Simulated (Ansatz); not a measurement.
# Ga: the cost of one run

Computed with Ansatz 0.2.0 (DFT PBEsol, scalar-relativistic, plane waves, PAW, unless a step's input says otherwise).

1 further run of the same task is left out (set aside as unsound or not needed).

## Step 1: The starting structure

The structure is monoclinic, space group C2/c (No. 15). Conventional cell: a = 2.741 Å, b = 7.926 Å, c = 3.307 Å, α = 90.00°, β = 94.09°, γ = 90.00°. Ga (site symmetry 2) is surrounded by 8 Ga at 2.69 to 2.89 Å.

Structure file:

```cif
data_structure
_symmetry_space_group_name_H-M 'C2/c'
_symmetry_Int_Tables_number 15
_cell_length_a 2.7411
_cell_length_b 7.9261
_cell_length_c 3.3068
_cell_angle_alpha 90.000
_cell_angle_beta 94.095
_cell_angle_gamma 90.000
_cell_volume 71.66
loop_
_atom_site_label
_atom_site_type_symbol
_atom_site_symmetry_multiplicity
_atom_site_Wyckoff_symbol
_atom_site_fract_x
_atom_site_fract_y
_atom_site_fract_z
_atom_site_occupancy
Ga1 Ga 4 e 0.50000 0.63376 0.25000 1
```

It is the result of an earlier relaxation at this level (volume 17.92 Å³/atom; gap on the mesh: none (metal)).

## Step 2: Static run: bands, density of states and charges

File input.yaml:

```yaml
crystal:
  lattice:
    - [1.3703101543, -3.9630705529, -0.0248640241]
    - [1.3703101543, 3.9630705529, -0.0248640241]
    - [-0.1762388918, 0.0, 3.3021217001]
  atoms:
    - { symbol: Ga, position: [0.8662412809, 0.1337587191, 0.25] }
    - { symbol: Ga, position: [0.1337587191, 0.8662412809, 0.75] }
basis:
  ecutwfc: 420
kpoints:
  mp_grid: { grid: [16, 16, 12] }
  band_path:
    path:
      - [[0.0, 0.0, 0.0], [-0.5, 0.5, 0.0], [-0.5, 0.5, 0.5], [0.0, 0.0, 0.5], [0.0, 0.0, 0.0]]
      - [[-0.5, 0.0, 0.5], [0.0, 0.0, 0.0], [-0.5, 0.0, 0.0]]
    npoints: 14
hamiltonian:
  xc: pbesol
scf:
  occupations: { method: gaussian, width: 0.1 }
  n_extra_bands: 6
output:
  forces: true
  stress: true
  eigenvalues: true
  populations: true
  dos: { projected: true, de: 0.02, nscf_kmesh: { grid: [24, 24, 18] } }
  bader: true
  write_density: true
  write_potential: true
  elf: true
  volumetric_format: npy
```

Started as:

```bash
> ansatz run input.yaml --threads 1 --pin off --max-ram 2560MiB --backend cpu --events-out ev --progress --plain --runs-dir out
```

What time and memory should one allow on 1 thread of Arm Neoverse V2, shared host?

About 94 s, with a peak of 1.2 GiB.
